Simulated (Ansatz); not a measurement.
Pt and the effect of the pressure

The cell as given:

Symmetry: Fm-3m, No. 225, cubic system. The conventional cell has a = 3.922 Å, b = 3.922 Å, c = 3.922 Å, α = 90.00°, β = 90.00°, γ = 90.00°. Pt (site symmetry m-3m) is surrounded by 12 Pt at 2.77 Å.

Kept alike: task relaxation of cell and atoms; functional PBEsol; k mesh 12 × 12 × 12; occupations fermi-dirac, width 0.05 eV; no spin polarisation. Program: Ansatz, Ansatz PAW, cutoff 420 eV. The mesh is that of the run's cell of 1 atom. No spin-orbit coupling.

```csv
"pressure, P (GPa)",volume (Å³/atom)
0,15.048
2,?
5,14.797
10,14.573
20,14.174
30,13.834
```

The relaxations keep at least the cell's symmetry (Fm-3m). For a metal such a mesh leaves the last digits unconverged. The runs follow the start's structure, whether or not it is the stable one at these pressures. P is the pressure aimed at, which the runs meet within some hundredths to tenths of a GPa. All rows use potentials made for PBE.

Q: Fit the rows shown and predict the run at 2 GPa.

A: Murnaghan's form V = V0 (1 + B′P/B0)^(-1/B′) through the rows shown has V0 = 15.0476, B0 = 287 GPa and B′ = 5 (largest miss 0.0013); at P = 2 it gives 14.945 Å³/atom. The run gave: volume 14.944 Å³/atom.

Platinum gives way slowly and ever more reluctantly: the volume falls from 15.048 to 13.834 Å³/atom between 0 and 30 GPa, and each further step of 10 GPa removes less than the one before. The fitted B0 of 287 GPa marks a very stiff metal, as platinum is known to be. Its stiffness comes from the extended 5d orbitals, whose bonding pulls the atoms together against the repulsion of the filled cores and the kinetic energy of the compressed sp electrons. That repulsion rises steeply as the atoms approach, which explains the positive B′. Platinum is nevertheless softer than iridium or osmium, because its nearly full d band also occupies antibonding states.

The close agreement at 2 GPa shows that the compression curve is smooth, but as an interpolation over a small strain it hardly tests Murnaghan's form against other equations of state. Extrapolation far above 30 GPa would be less secure, since the form assumes that the bulk modulus keeps rising linearly with pressure.
